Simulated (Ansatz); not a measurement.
Cu Kα1 powder pattern (kinematic, no thermal factors).
```tsv
2θ (°)	relative intensity
28.29	6
30.42	5
33.30	34
38.04	11
38.49	100
43.00	41
44.10	4
48.08	9
52.28	5
58.74	12
62.35	6
62.44	13
63.30	1
66.45	13
69.93	2
72.25	8
72.63	7
75.32	1
75.51	5
75.80	26
81.35	1
82.48	7
83.17	3
```

The pattern is computed from a structure relaxed with DFT PBE, scalar-relativistic, plane waves, PAW in Ansatz 0.2.0. No spin polarisation. Its elements are Ge, Si.

**Question.** Give the structure.

**Answer.** Si3Ge2.
Space group I4/mmm (No. 139). a = 2.972 Å, b = 2.972 Å, c = 18.910 Å, α = 90.00°, β = 90.00°, γ = 90.00°
| atom | site | symmetry | x | y | z |
| --- | --- | --- | --- | --- | --- |
| Si | 4e | 4mm | 0.0000 | 0.0000 | 0.4135 |
| Si | 2a | 4/mmm | 0.0000 | 0.0000 | 0.0000 |
| Ge | 4e | 4mm | 0.5000 | 0.5000 | 0.3112 |

A pattern alone doesn't exclude other cells with like lines; this is the one computed.

Another cell of Si3Ge2 relaxed alike, in P-6m2, lies 101 meV/atom lower, so this cell isn't the stable form at this level.

The structure comes from a generated guess; another structure or a mixture of phases may lie lower.
